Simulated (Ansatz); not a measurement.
Relaxed sheet of BN, cell area A = 5.451 Å²:

```
B N
1.0
     2.50875    0.00144    0.00000
     1.25312    2.17337    0.00000
     0.00000    0.00000   26.00000
B N
1 1
Direct
  0.49998 0.49998 0.50000
  0.83332 0.83332 0.50000
```

Computed with Ansatz 0.2.0, DFT PBE+D3(BJ), scalar-relativistic, plane waves, PAW. Settings: cutoff 420 eV, Γ-centred mesh 10×10×1 on the computed 2-atom cell, Gaussian smearing of 0.02 eV; no spin polarisation. The sheet is isolated along c (Coulomb cut-off).

Under strain along x with y held, atoms relaxed, stress positive in compression; ΔE is the free energy at this smearing, of which the stress is the derivative:

| strain (%) | σxx (N/m) | σyy (N/m) | ΔE (meV/cell) | thickness (Å) |
| --- | --- | --- | --- | --- |
| -2 | 6.139 | 1.416 | 20.53 | 0.000 |
| +2 | -5.504 | -1.221 | 19.04 | 0.000 |

**Question.** Which in-plane elastic constants follow from the stresses?

**Answer.** Central differences over Δε = 0.04 give C11 = 291.1 N/m from the stress along the strain and C12 = 65.9 N/m from the stress across it. The sheet is hexagonal, so C22 = C11: Poisson's ratio is C12/C11 = 0.23, Young's modulus (C11² − C12²)/C11 = 276 N/m and the shear modulus (C11 − C12)/2 = 112.6 N/m.

**Question.** Do the energies agree?

**Answer.** The second difference [ΔE(−ε) + ΔE(+ε)]/(A·ε²) = (20.53 + 19.04) meV/(5.451 Å² × 0.0004) × 16.02 N/m per eV/Å² = 290.7 N/m should equal C11 = 291.1 N/m; they differ by 0.1 %, so the two routes agree. The stress in compression and in tension differ in size because of the third-order constants.

The reference crystal is a form of BN, which isn't its usual structure.

The sheet is stiff in its plane and resists shear well, with C11 at 291.1 N/m and C12 much smaller at 65.9 N/m. This reflects the network of short, strong σ bonds formed by sp² hybrids on B and N, in which strain must change both bond lengths and bond angles. Graphene, with the same electron count, is stiffer still: in BN the π electrons sit mainly on the more electronegative nitrogen and add less to the bonding between atoms. The larger stress in compression is the usual anharmonicity of a bond, whose repulsive wall is steeper than its attractive side.

Both constants are positive and C11 exceeds C12, so the flat lattice is stable against small homogeneous in-plane strains. Linear elasticity is isotropic in a hexagonal sheet, so Young's modulus holds for any in-plane direction, though the response at larger strain need not. The zero thickness under compression doesn't show that a free sheet would stay flat, since long-wavelength ripples don't fit in the two-atom cell.
